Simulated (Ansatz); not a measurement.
AlN (zincblende) at its r2SCAN geometry: many-body runs in Ansatz on a coarse mesh, with settings drawn wide and some wrong on purpose. No gap below is converged. Spin-unpolarised throughout; all numbers are computed.

The first input:
```yaml
crystal:
  lattice:
    - [0.0, 2.1848764208, 2.1848764208]
    - [2.1848764208, 0.0, 2.1848764208]
    - [2.1848764208, 2.1848764208, 0.0]
  atoms:
    - { symbol: Al, position: [0.0, 0.0, 0.0] }
    - { symbol: "N", position: [0.25, 0.25, 0.25] }
kpoints:
  mp_grid: { grid: [4, 4, 4] }
hamiltonian:
  xc: pbe
scf:
  occupations: { method: fixed }
gw:
  n_empty_bands: 25
  ecut_chi: 100
  qp_bands: [v1, c1]
  qp_kpoints: band_edges
  screening: { model: contour_deformation }
```

Task: How does it end?

Result: It runs. The PBE gap over the mesh, 3.30 eV, becomes 4.36 eV, with 29 bands summed and 59 plane waves in the screening.
```
--- G₀W₀: contour deformation, 5 samples at zero and on the imaginary axis and 2 off it, 64 q-points, 25 empty bands' worth ---
    ik  band        ε_KS         Σx   Σc(E_QP)       V_xc       Z   E_QP_lin       E_QP  E_QP is
     0     4      6.9891   -21.8519     3.7210   -17.6728  0.7791     6.5287     6.5309  root
     0     5     11.1525    -9.5995    -3.8634   -14.4505  0.8103    12.1483    12.1400  root
     1     4      6.7345   -21.8209     3.7624   -17.5649  0.7781     6.2383     6.2409  root
     1     5     13.4209    -9.3936    -4.1757   -14.7215  0.8017    14.5867    14.5731  root
     2     4      6.5103   -21.8426     3.8194   -17.4984  0.7768     5.9825     5.9855  root
     2     5     14.3418    -7.8179    -4.3763   -13.2528  0.8158    15.4114    15.4003  root
     4     4      5.7978   -21.4583     3.9143   -16.9054  0.7737     5.1544     5.1592  root
     4     5     12.8568    -6.4060    -4.1522   -11.3963  0.8135    13.7016    13.6948  root
     6     4      5.2173   -21.2916     4.0335   -16.5364  0.7700     4.4889     4.4956  root
     6     5     10.2883    -5.7311    -3.8079   -10.1390  0.8262    10.8912    10.8883  root
```
The points are ik 0 = (0, 0, 0) (Γ), ik 1 = (0, 0, 1/4), ik 2 = (0, 0, -1/2), ik 4 = (0, 1/4, -1/2), ik 6 = (0, -1/2, -1/2); band 4 is the last filled one.

Task: And with these blocks in place of the first input's?
```yaml
gw:
  n_empty_bands: 60
  ecut_chi: 80
  qp_bands: [v1, c1]
  qp_kpoints: band_edges
  screening: { model: contour_deformation }
```

Result: It runs. The PBE gap over the mesh, 3.30 eV, becomes 4.35 eV, with 64 bands summed and 27 plane waves in the screening.
```
--- G₀W₀: contour deformation, 6 samples at zero and on the imaginary axis and 2 off it, 64 q-points, 60 empty bands' worth ---
    ik  band        ε_KS         Σx   Σc(E_QP)       V_xc       Z   E_QP_lin       E_QP  E_QP is
     0     4      6.9891   -21.8519     3.5197   -17.6728  0.7795     6.3250     6.3296  root
     0     5     11.1525    -9.5995    -4.0927   -14.4505  0.8111    11.9156    11.9107  root
     1     4      6.7345   -21.8209     3.5620   -17.5649  0.7784     6.0353     6.0405  root
     1     5     13.4209    -9.3936    -4.4176   -14.7215  0.8017    14.3396    14.3313  root
     2     4      6.5103   -21.8426     3.6195   -17.4984  0.7772     5.7797     5.7856  root
     2     5     14.3418    -7.8179    -4.6134   -13.2528  0.8151    15.1698    15.1633  root
     4     4      5.7978   -21.4583     3.7233   -16.9054  0.7740     4.9599     4.9682  root
     4     5     12.8568    -6.4060    -4.3740   -11.3963  0.8123    13.4767    13.4730  root
     6     4      5.2173   -21.2916     3.8491   -16.5364  0.7703     4.3004     4.3112  root
     6     5     10.2883    -5.7311    -4.0128   -10.1390  0.8250    10.6847    10.6834  root
```
The points are ik 0 = (0, 0, 0) (Γ), ik 1 = (0, 0, 1/4), ik 2 = (0, 0, -1/2), ik 4 = (0, 1/4, -1/2), ik 6 = (0, -1/2, -1/2); band 4 is the last filled one.

Task: And with these blocks in place of the first input's?
```yaml
gw:
  n_empty_bands: 90
  ecut_chi: 110
  qp_bands: [v1, c1]
  qp_kpoints: band_edges
  screening: { model: godby_needs }
```

Result: It runs. The PBE gap over the mesh, 3.30 eV, becomes 4.47 eV, with 94 bands summed and 59 plane waves in the screening.
```
--- G₀W₀: ω_p = 22.9957 eV, 64 q-points, 90 empty bands' worth ---
    ik  band        ε_KS         Σx   Σc(E_QP)       V_xc       Z   E_QP_lin       E_QP  E_QP is
     0     4      6.9891   -21.8519     3.4154   -17.6728  0.7868     6.2216     6.2253  root
     0     5     11.1525    -9.5995    -4.0965   -14.4505  0.8164    11.9099    11.9070  root
     1     4      6.7345   -21.8209     3.4608   -17.5649  0.7865     5.9352     5.9393  root
     1     5     13.4209    -9.3936    -4.4363   -14.7215  0.8105    14.3171    14.3125  root
     2     4      6.5103   -21.8426     3.5204   -17.4984  0.7859     5.6820     5.6864  root
     2     5     14.3418    -7.8179    -4.6201   -13.2528  0.8234    15.1605    15.1566  root
     4     4      5.7978   -21.4583     3.6255   -16.9054  0.7852     4.8646     4.8704  root
     4     5     12.8568    -6.4060    -4.3778   -11.3963  0.8228    13.4713    13.4692  root
     6     4      5.2173   -21.2916     3.7483   -16.5364  0.7839     4.2033     4.2104  root
     6     5     10.2883    -5.7311    -4.0044   -10.1390  0.8328    10.6926    10.6918  root
```
The points are ik 0 = (0, 0, 0) (Γ), ik 1 = (0, 0, 1/4), ik 2 = (0, 0, -1/2), ik 4 = (0, 1/4, -1/2), ik 6 = (0, -1/2, -1/2); band 4 is the last filled one.

Task: And with these blocks in place of the first input's?
```yaml
gw:
  n_empty_bands: 15
  ecut_chi: 60
  qp_bands: [v1, c1]
  qp_kpoints: band_edges
  screening: { model: contour_deformation }
```

Result: It runs. The PBE gap over the mesh, 3.30 eV, becomes 4.26 eV, with 19 bands summed and 15 plane waves in the screening.
```
--- G₀W₀: contour deformation, 5 samples at zero and on the imaginary axis and 2 off it, 64 q-points, 15 empty bands' worth ---
    ik  band        ε_KS         Σx   Σc(E_QP)       V_xc       Z   E_QP_lin       E_QP  E_QP is
     0     4      6.9891   -21.8519     3.9639   -17.6728  0.7835     6.7733     6.7738  root
     0     5     11.1525    -9.5995    -3.7921   -14.4505  0.8151    12.2213    12.2113  root
     1     4      6.7345   -21.8209     3.9926   -17.5649  0.7823     6.4704     6.4711  root
     1     5     13.4209    -9.3936    -4.0264   -14.7215  0.8058    14.7405    14.7224  root
     2     4      6.5103   -21.8426     4.0379   -17.4984  0.7810     6.2030     6.2040  root
     2     5     14.3418    -7.8179    -4.2105   -13.2528  0.8190    15.5816    15.5662  root
     4     4      5.7978   -21.4583     4.1136   -16.9054  0.7774     5.3563     5.3585  root
     4     5     12.8568    -6.4060    -3.9725   -11.3963  0.8152    13.8850    13.8745  root
     6     4      5.2173   -21.2916     4.2187   -16.5364  0.7734     4.6771     4.6808  root
     6     5     10.2883    -5.7311    -3.6633   -10.1390  0.8274    11.0374    11.0328  root
```
The points are ik 0 = (0, 0, 0) (Γ), ik 1 = (0, 0, 1/4), ik 2 = (0, 0, -1/2), ik 4 = (0, 1/4, -1/2), ik 6 = (0, -1/2, -1/2); band 4 is the last filled one.
